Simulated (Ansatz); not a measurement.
**Si, dhcp: how the functional moves the structure**

All rows: Ansatz, plane waves with scalar-relativistic PAW, 420 eV (500 eV for the SCAN forms), relaxed under each functional, no dispersion correction, no zero-point motion. B₀ comes from uniform scaling at fixed shape; a dash is a value not given.

| functional | V (Å³/atom) | cell | B₀ (GPa) | magnetic state | ΔE to diamond (meV/atom) |
| --- | --- | --- | --- | --- | --- |
| PBE | 14.44 | a = 2.719 Å, c = 9.020 Å (c/a = 3.317) | 85 | spin not included | 520 |
| r²SCAN | 13.77 | a = 2.675 Å, c = 8.887 Å (c/a = 3.322) | 89 | spin not included | 716 |
| PBEsol | 14.04 | a = 2.694 Å, c = 8.932 Å (c/a = 3.315) | 94 | spin not included | 390 |
| LDA | 13.88 | a = 2.684 Å, c = 8.904 Å (c/a = 3.318) | 93 | spin not included | 434 |
| revPBE | 14.57 | a = 2.728 Å, c = 9.048 Å (c/a = 3.317) | 84 | spin not included | 546 |
| RPBE | 14.62 | a = 2.730 Å, c = 9.057 Å (c/a = 3.317) | 83 | spin not included | 557 |

Problem. What does BLYP give?

Solution. V (Å³/atom): 16.46; cell: a = 2.836 Å, c = 9.451 Å (c/a = 3.332); B₀ (GPa): 52; magnetic state: spin not included; ΔE to diamond (meV/atom): 953.
